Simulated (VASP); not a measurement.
Set up this calculation in VASP 6.6.1, as the native input.

| Quantity | Value |
| --- | --- |
| Task | band structure |
| Functional | PBE |
| Dispersion | D3(BJ) |
| Potentials or basis | VASP PAW PBE potentials, release 64 (Te, Mo_sv) |
| Cutoff | 520 eV |
| k mesh | 9 × 9 × 2 |
| Occupations | gaussian, width 0.03 eV |
| Spin | no spin polarisation |
| Further INCAR settings | ALGO = Normal; EDIFF = 1e-06; NBANDS = 35 |

The structure of Te2Mo lies in POSCAR:

```
Te2Mo                                   
1.0
    3.4956861320      0.0000000000      0.0000000000
   -1.7478430660      3.0273529983      0.0000000000
    0.0000000000      0.0000000000     13.6948503991
  Te              Mo            
     4     2
Direct
     0.3333333300000021    0.6666666699999979    0.6172431572878239
     0.6666666699999979    0.3333333300000021    0.1172431572878239
     0.3333333300000021    0.6666666699999979    0.8827568427121761
     0.6666666699999979    0.3333333300000021    0.3827568427121761
     0.3333333300000021    0.6666666699999979    0.2500000000000000
     0.6666666699999979    0.3333333300000021    0.7500000000000000
```

The input as run:

INCAR

```
SYSTEM = Te2Mo
PREC = Accurate
ENCUT = 520
EDIFF = 1E-6
ISMEAR = 0
SIGMA = 0.03
LREAL = .False.
LASPH = .True.
NELM = 80
ALGO = Normal
ISIF = 2
LWAVE = .False.
LCHARG = .False.
LMAXMIX = 4
GGA = PE
IVDW = 12
NBANDS = 35
ICORELEVEL = 1
KPAR = 2
```

KPOINTS

```
regular mesh
0
Gamma
  9 9 2
  0 0 0
```

KPOINTS_OPT

```
explicit points
141
Reciprocal
 0.0000000000  0.0000000000  0.0000000000 1
 0.0357142857  0.0000000000  0.0000000000 1
 0.0714285714  0.0000000000  0.0000000000 1
 0.1071428571  0.0000000000  0.0000000000 1
 0.1428571429  0.0000000000  0.0000000000 1
 0.1785714286  0.0000000000  0.0000000000 1
[... 133 lines left out ...]
 0.5000000000  0.0000000000  0.5000000000 1
 0.5000000000  0.0000000000  0.0000000000 1
```

Potentials or basis: VASP PAW PBE potentials, release 64 (Te, Mo_sv).

The run is started by

```console
$ cat potpaw_PBE.64/Te/POTCAR potpaw_PBE.64/Mo_sv/POTCAR > POTCAR
$ mpirun -np 2 vasp_std > vasp.out
```

Results of the run:

| Quantity | Value |
| --- | --- |
| Pressure | 0.0 GPa |
| Largest force | 0.004 eV/Å |
| Band gap on the k mesh | 0.67 eV, indirect (least direct gap 1.03 eV) |
| Band gap along the path | 0.59 eV, indirect (least direct gap 1.03 eV) |
| Dispersion energy per atom | -0.554 eV |

Caveat: spin-orbit coupling is left out, which moves the levels of the heavy elements.

Run time: 4 min on 2 MPI ranks on Intel(R) Xeon(R) 6975P-C (Granite Rapids), with other jobs on the host, peak memory 0.38 GiB a rank.
